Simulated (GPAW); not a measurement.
# BAs (F-43m) in GPAW: further runs, part 2 of 3

GPAW 26.7.0. The steps go on from the part before.

### 4 One-shot levels of the hybrid HSE06, LDA

run.py reads:

```python
import numpy as np
from ase.dft.bandgap import bandgap
from ase.io import read, write
from ase.units import GPa
from gpaw import GPAW, PW
from gpaw.hybrids import NonSelfConsistentHybridXCCalculator
from gpaw.hybrids.energy import non_self_consistent_energy

atoms = read('BAs.xyz')

calc = GPAW(mode=PW(600),
            xc='LDA',
            kpts={'size': (6, 6, 6), 'gamma': True},
            occupations={'name': 'fermi-dirac', 'width': 0.05},
            nbands=13,
            convergence={'density': 1e-05, 'energy': 1e-05, 'bands': 9, 'eigenstates': 1e-07},
            maxiter=150,
            txt='gpaw.txt')
atoms.calc = calc
energy = atoms.get_potential_energy()
forces = atoms.get_forces()
stress = atoms.get_stress()
calc.write('gs.gpw')
write('result.traj', atoms)
print(f'Energy: {energy:.6f} eV')
print('Forces (eV/A):')
print(forces.round(4))
print('Stress (GPa):', (stress / GPa).round(3))
print('Fermi level:', round(calc.get_fermi_level(), 4), 'eV')
print(f'Gap: {bandgap(calc)[0]:.4f} eV, direct: {bandgap(calc, direct=True)[0]:.4f} eV')

for xc in ['HSE06', 'B3LYP', 'YS-PBE0']:
    e = non_self_consistent_energy(calc, xc).sum()
    print(f'{xc} energy on these orbitals: {e:.6f} eV')
    nsc = NonSelfConsistentHybridXCCalculator.from_dft_calculation(
        calc.dft, xc, log=f'levels-{xc}.txt')
    dft_skn, hyb_skn = nsc.calculate(calc.dft.ibzwfs, 0, 9)
    np.savetxt(f'levels-{xc}.dat', hyb_skn.reshape((-1, hyb_skn.shape[-1])), fmt='%.4f')
```

BAs.xyz reads:

```xyz
2
Lattice="0.0000000000 2.3885000000 2.3885000000 2.3885000000 0.0000000000 2.3885000000 2.3885000000 2.3885000000 0.0000000000" Properties=species:S:1:pos:R:3 pbc="T T T"
As     3.5827500000      3.5827500000      3.5827500000
B      0.0000000000      0.0000000000      0.0000000000
```

Potentials or basis: the program's PAW data sets (release 1.2.1) made for this functional, pw.

The run is started by

```bash
> OMP_NUM_THREADS=1 python run.py
```

gpaw.txt:

```text
__  _  _
 | _ |_)|_||  |
 |__||  | ||/\| - 26.7.0

Input parameters:
  mode=PW(ecut=600.0),
  convergence={'density': 1e-05, 'energy': 1e-05, 'bands': 9, 'eigenstates': 1e-07},
  kpts=MonkhorstPack(size=(6, 6, 6), gamma=True),
  maxiter=150,
  nbands=13,
  occupations=Occupations(name='fermi-dirac', width=0.05),
  xc=XC(name='LDA')

Diagonalizing LCAO Hamiltonian
Converting LCAO to pw mode

                   As

       B

Atoms  # Å, Bohr magnetons
|   | symbol |        x |        y |        z |    initial magnetic moments |
|---|--------|----------|----------|----------|-----------------------------|
| 0 |     As | 3.582750 | 3.582750 | 3.582750 | ( 0.0000,  0.0000,  0.0000) |
| 1 |      B | 0.000000 | 0.000000 | 0.000000 | ( 0.0000,  0.0000,  0.0000) |

Unit cell  # Å
| periodic |        x |        y |        z |  lengths |    angles |
|----------|----------|----------|----------|----------|-----------|
[... 182 lines left out ...]
  Zero:             -0.001261
  External:          0.000000
  Xc:              -15.215294
  Entropy:          -0.000000
  Spinorbit:         0.000000
  ----------------------------
  Free energy:     -12.901581
  Extrapolated:    -12.901581

dipole moment: (-3.248977, -3.248977, -3.248977)  # |e|*Ang

Fermi level: 8.296
Eigenvalues  # (at kpt = [0.000, 0.000, 0.000])
| band index |      eig [eV] | occ [0-2] |
|------------|---------------|-----------|
|          0 |        -7.684 |     2.000 |
|          1 |         7.699 |     2.000 |
|          2 |         7.699 |     2.000 |
|          3 |         7.699 |     2.000 |
|          4 |        10.967 |     0.000 |
|          5 |        10.967 |     0.000 |
|          6 |        10.967 |     0.000 |
|          7 |        12.409 |     0.000 |
|          8 |        17.122 |     0.000 |
|          9 |        20.874 |     0.000 |
|         10 |        20.904 |     0.000 |
|         11 |        22.109 |     0.000 |
|         12 |        22.109 |     0.000 |

Gap: 1.233 eV
Transition (v -> c):
  (s=0, k=0, n=3, [0.00, 0.00, 0.00]) -> (s=0, k=5, n=4, [0.33, 0.33, 0.00])
Direct/indirect transitions are different
Direct gap: 3.268 eV
Transition at: (s=0, k=0, n=3, [0.00, 0.00, 0.00])

Forces  # eV/Ang
|        x |        y |       z |
|----------|----------|---------|
| -0.00000 | -0.00000 | 0.00000 |  # As   0
|  0.00000 |  0.00000 | 0.00000 |  # B    1

Stress tensor  # eV/Ang^3
|         x |         y |         z |
|-----------|-----------|-----------|
|  0.021055 | -0.000000 | -0.000000 |
| -0.000000 |  0.021055 | -0.000000 |
| -0.000000 | -0.000000 |  0.021055 |

# Writing to gs.gpw (mode='')
```

Wall time 3 min (1 thread of Intel Xeon Platinum 8488C (Sapphire Rapids), shared host); peak memory 0.38 GiB.

Results:

```yaml
Free_energy: -12.9016 eV
Pressure: -3.4 GPa
Band_gap_on_the_k_mesh: 1.23 eV, indirect (least direct gap 3.27 eV)
Band_gap_of_the_one-shot_hybrid: 1.93 eV
Direct_band_gap_of_the_one-shot_hybrid: 4.12 eV
```

Band gaps from one-shot exact exchange on these states (eV): hse06 1.93, b3lyp 2.58, ys_pbe0 2.21

Caveat: the k mesh is coarse; the cutoff is short for stress and forces, so pressures can be off by a GPa or more; energy and the plain gap are those of the semilocal run; the hybrids' values are one shot on its orbitals and mesh. A k mesh can miss the band edges.

### 5 Equation of state, PBE

run.py reads:

```python
from ase.eos import EquationOfState
from ase.io import Trajectory, read
from ase.units import GPa
from gpaw import GPAW, PW, setup_paths

setup_paths.insert(0, '.')

atoms = read('POSCAR')

traj = Trajectory('eos.traj', 'w')
volumes, energies = [], []
for x in [0.94, 0.96, 0.98, 1.0, 1.02, 1.04, 1.06]:
    a = atoms.copy()
    a.set_cell(atoms.cell * x**(1 / 3), scale_atoms=True)
    calc = GPAW(mode=PW(800),
                xc='PBE',
                kpts={'size': (8, 8, 8), 'gamma': True},
                occupations={'name': 'fermi-dirac', 'width': 0.05},
                setups={'As': 'jth', 'B': 'jth'},
                nbands=-7,
                convergence={'density': 1e-05, 'energy': 1e-05},
                maxiter=150,
                txt=f'eos-{x:.2f}.txt')
    a.calc = calc
    energies.append(a.get_potential_energy(force_consistent=True))
    volumes.append(a.get_volume())
    p = -a.get_stress()[:3].mean() / GPa
    calc.write(f'eos-{x:.2f}.gpw')
    traj.write(a)
    print(f'{x:.2f} {volumes[-1]:10.4f} A^3 {energies[-1]:14.6f} eV {p:9.3f} GPa', flush=True)

v0, e0, B = EquationOfState(volumes, energies, eos='birchmurnaghan').fit()
print(f'V0 = {v0:.4f} A^3, E0 = {e0:.6f} eV, B0 = {B / GPa:.2f} GPa')
```

POSCAR reads:

```
BAs
1.0
    0.0000000000      2.3885000000      2.3885000000
    2.3885000000      0.0000000000      2.3885000000
    2.3885000000      2.3885000000      0.0000000000
As B
1 1
Direct
    0.7500000000      0.7500000000      0.7500000000
    0.0000000000      0.0000000000      0.0000000000
```

Potentials or basis: JTH PAW 2.0, PBE, pw.

The run is started by

```bash
> OMP_NUM_THREADS=1 python run.py
```

What it wrote:

```text
__  _  _
 | _ |_)|_||  |
 |__||  | ||/\| - 26.7.0

Input parameters:
  mode=PW(ecut=800.0),
  convergence={'density': 1e-05, 'energy': 1e-05},
  kpts=MonkhorstPack(size=(8, 8, 8), gamma=True),
  maxiter=150,
  nbands=-7,
  occupations=Occupations(name='fermi-dirac', width=0.05),
  setups={'As': 'jth', 'B': 'jth'},
  xc=XC(name='PBE')

Diagonalizing LCAO Hamiltonian
Converting LCAO to pw mode

                  As

       B

Atoms  # Å, Bohr magnetons
|   | symbol |        x |        y |        z |    initial magnetic moments |
|---|--------|----------|----------|----------|-----------------------------|
| 0 |     As | 3.509612 | 3.509612 | 3.509612 | ( 0.0000,  0.0000,  0.0000) |
| 1 |      B | 0.000000 | 0.000000 | 0.000000 | ( 0.0000,  0.0000,  0.0000) |

Unit cell  # Å
| periodic |        x |        y |        z |  lengths |    angles |
|----------|----------|----------|----------|----------|-----------|
|      yes | 0.000000 | 2.339741 | 2.339741 | 3.308894 | 60.000000 |
|      yes | 2.339741 | 0.000000 | 2.339741 | 3.308894 | 60.000000 |
|      yes | 2.339741 | 2.339741 | 0.000000 | 3.308894 | 60.000000 |

Number of symmetries: 24
Symmetry operations  # r_c * U_cc + t_c -> r_c
|    | kind |            matrix            |
|----|------|------------------------------|
|  0 |  E   |  1, 0, 0,  0, 1, 0,  0, 0, 1 |
|  1 |  σ   |  1, 0, 0,  0, 0, 1,  0, 1, 0 |
|  2 |  σ   |  1, 0,-1,  0, 1,-1,  0, 0,-1 |
|  3 |  C3  |  1, 0,-1,  0, 0,-1,  0, 1,-1 |
|  4 |  C3  |  1,-1, 0,  0,-1, 1,  0,-1, 0 |
|  5 |  σ   |  1,-1, 0,  0,-1, 0,  0,-1, 1 |
|  6 |  σ   |  0, 1, 0,  1, 0, 0,  0, 0, 1 |
|  7 |  C3  |  0, 1, 0,  0, 0, 1,  1, 0, 0 |
|  8 |  C2  |  0, 1,-1,  1, 0,-1,  0, 0,-1 |
|  9 |  S4  |  0, 1,-1,  0, 0,-1,  1, 0,-1 |
| 10 |  C3  |  0, 0, 1,  1, 0, 0,  0, 1, 0 |
| 11 |  σ   |  0, 0, 1,  0, 1, 0,  1, 0, 0 |
| 12 |  S4  |  0, 0,-1,  1, 0,-1,  0, 1,-1 |
| 13 |  C3  |  0, 0,-1,  0, 1,-1,  1, 0,-1 |
| 14 |  S4  |  0,-1, 1,  1,-1, 0,  0,-1, 0 |
| 15 |  C2  |  0,-1, 1,  0,-1, 0,  1,-1, 0 |
| 16 |  C3  |  0,-1, 0,  1,-1, 0,  0,-1, 1 |
| 17 |  S4  |  0,-1, 0,  0,-1, 1,  1,-1, 0 |
| 18 |  S4  | -1, 1, 0, -1, 0, 1, -1, 0, 0 |
| 19 |  C3  | -1, 1, 0, -1, 0, 0, -1, 0, 1 |
| 20 |  C3  | -1, 0, 1, -1, 1, 0, -1, 0, 0 |
| 21 |  S4  | -1, 0, 1, -1, 0, 0, -1, 1, 0 |
| 22 |  σ   | -1, 0, 0, -1, 1, 0, -1, 0, 1 |
| 23 |  C2  | -1, 0, 0, -1, 0, 1, -1, 1, 0 |

BZ-sampling:
  Number of BZ points: 512
  Number of IBZ points: 29

  Monkhorst-Pack size: [8, 8, 8]
  Monkhorst-Pack shift: [0.0625, 0.0625, 0.0625]

K-points  # in reciprocal-cell coordinates
|     |                                coordinates |     weight |
|-----|--------------------------------------------|------------|
|   0 | (  0.00000000,   0.00000000,   0.00000000) | 0.00195312 |
|   1 | (  0.12500000,   0.12500000,   0.00000000) | 0.01171875 |
|   2 | (  0.12500000,   0.12500000,   0.12500000) | 0.01562500 |
|   3 | (  0.25000000,   0.12500000,   0.12500000) | 0.02343750 |
|   4 | (  0.25000000,   0.25000000,   0.00000000) | 0.01171875 |
|   5 | (  0.25000000,   0.25000000,   0.12500000) | 0.04687500 |
|   6 | (  0.25000000,   0.25000000,   0.25000000) | 0.01562500 |
|   7 | (  0.37500000,   0.25000000,  -0.37500000) | 0.04687500 |
|   8 | (  0.37500000,   0.25000000,   0.12500000) | 0.04687500 |
|   9 | (  0.37500000,   0.25000000,   0.25000000) | 0.04687500 |
| ... |                                            |            |
|  28 | (  0.50000000,   0.50000000,   0.50000000) | 0.00781250 |

Plane wave coefficients: 1363
Cutoff: 800.0 eV

Spin-components: 1 (collinear spins)
Bands:           16
Projectors:      10
Spin-degeneracy: 2
Datatype:        complex128

Parallelization:
  kpt:    1
  domain: 1
  band:   1

Density:
  Valence electrons: 18.0
  Components: 1
  Grid points: [24 24 24]
  Charge: 0.0  # |e|

Potential:
  Grid points: [24 24 24]

species:
  As:
    name:    Arsenic
    Z:       33.0
    valence: 15
    core:    18
    charge:  0.0  # [|e|]
    compensation charges:
      type: bessel
      rc: 0.90  # [Å]
      lmax: 2
    cutoffs:
      filter: 1.11  # [Å]
      core: 1.86  # [Å]
    projectors
    | kind |    occ | energy [eV] | rcut [Å] |
    |------|--------|-------------|----------|
    |   4s |  2.000 |     -14.494 |    1.113 |
    |    s |        |      27.211 |    1.113 |
    |   4p |  3.000 |      -5.195 |    1.113 |
    |    p |        |      27.211 |    1.113 |
    |   3d | 10.000 |     -40.646 |    1.113 |
    |    d |        |       0.000 |    1.113 |

    Using partial waves for As as LCAO basis

  B:
    name:    Boron
    Z:       5.0
    valence: 3
    core:    2
    charge:  0.0  # [|e|]
    compensation charges:
      type: sinc
      rc: 0.74  # [Å]
      lmax: 2
    cutoffs:
      filter: 0.90  # [Å]
      core: 1.43  # [Å]
    projectors
    | kind |    occ | energy [eV] | rcut [Å] |
    |------|--------|-------------|----------|
    |   2s |  2.000 |      -9.443 |    0.794 |
    |    s |        |      40.817 |    0.794 |
    |   2p |  1.000 |      -3.607 |    0.903 |
    |    p |        |      40.817 |    0.903 |

    Using partial waves for B as LCAO basis

Reference energy: -62189.166555  # eV

eigensolver:
  PPCG
  Converge bands: occupied
  niter=2

density mixing:
  MSR1-Mixer
  Pratt-step length: 0.05
  Maximum mixing coefficient: 0.75
  Old densities: 10
  SVD Regularization: 0.005
  Good broyden scale: 1.0
  Trust region scale: 1.0
  Backstep threshold: 4.0
  History deletion threshold: 6.0
  Fourier metric: weight=20.0, sigma=0.015

occupation numbers:
  Fermi-Dirac:
    width: 0.0500  # eV

poisson solver:
  ecut: 6400.0  # eV

xc functional:
  name: PBE with 2 nearest neighbor stencil

convergence criteria:
- Maximum integral of absolute [dens]ity change: 1e-05 electrons / valence electron
- Maximum [total energy] change in last 3 cyles: 1e-05 eV / valence electron
- Maximum integral of absolute [eigenst]ate change: 4e-08 eV^2 / valence electron
maximum number of iterations: 150

SCF iterations
|iter     | |      energy | eigst |  dens |
|---------|-|-------------|-------|-------|
|iter:   1| |  -11.987160 | -0.45 |       |
|iter:   2| |  -11.850967 | -2.49 | -1.05 |
|iter:   3| |  -11.313955 | -1.64 | -1.09 |
|iter:   4| |  -11.316899 | -2.92 | -1.78 |
|iter:   5| |  -11.318782 | -3.99 | -2.25 |
|iter:   6| |  -11.318922 | -5.17 | -3.04 |
|iter:   7| |  -11.318932c| -6.24 | -3.83 |
|iter:   8| |  -11.318933c| -7.29 | -4.54 |
|iter:   9| |  -11.318933c| -7.64c| -5.04c|

Converged in 9 steps
Energy contributions relative to reference atoms: (reference = -62189.166555)

Energy contributions:
  Kinetic:          17.974974
  Coulomb:         -14.885422
  Zero:             -0.029133
  External:          0.000000
  Xc:              -14.379352
  Entropy:          -0.000000
  Spinorbit:         0.000000
  ----------------------------
  Free energy:     -11.318933
  Extrapolated:    -11.318933

dipole moment: (-3.107101, -3.107101, -3.107101)  # |e|*Ang

Fermi level: 8.737
Eigenvalues  # (at kpt = [0.000, 0.000, 0.000])
| band index |      eig [eV] | occ [0-2] |
|------------|---------------|-----------|
|          0 |       -27.700 |     2.000 |
|          1 |       -27.700 |     2.000 |
|          2 |       -27.700 |     2.000 |
|          3 |       -27.676 |     2.000 |
|          4 |       -27.676 |     2.000 |
|          5 |        -7.795 |     2.000 |
[... 8 lines left out ...]
|         14 |        21.644 |     0.000 |
|         15 |        21.644 |     0.000 |

Gap: 1.140 eV
Transition (v -> c):
  (s=0, k=0, n=8, [0.00, 0.00, 0.00]) -> (s=0, k=12, n=9, [0.38, 0.38, 0.00])
Direct/indirect transitions are different
Direct gap: 3.364 eV
Transition at: (s=0, k=0, n=8, [0.00, 0.00, 0.00])

Stress tensor  # eV/Ang^3
|         x |         y |         z |
|-----------|-----------|-----------|
| -0.077792 | -0.000000 | -0.000000 |
| -0.000000 | -0.077792 |  0.000000 |
| -0.000000 |  0.000000 | -0.077792 |

# Writing to eos-0.94.gpw (mode='')
```

Wall time 76 s (1 thread of Intel Xeon Platinum 8488C (Sapphire Rapids), shared host); peak memory 0.28 GiB.

Results:

| Property | Result |
| --- | --- |
| Equilibrium volume | 13.89 Å³/atom |
| Bulk modulus | 131 GPa |
| Pressure derivative of the bulk modulus | 4.1 |

Energy against volume, from the lowest point:
```
volume (Å³/atom)  energy (meV/atom)
          12.809              39.25
          13.081              21.12
          13.354               8.91
          13.626               2.04
          13.899               0.00
          14.171               2.33
          14.444               8.62
```

Caveat: the program truncates these outside data sets.

(Continued in part 3 of 3.)
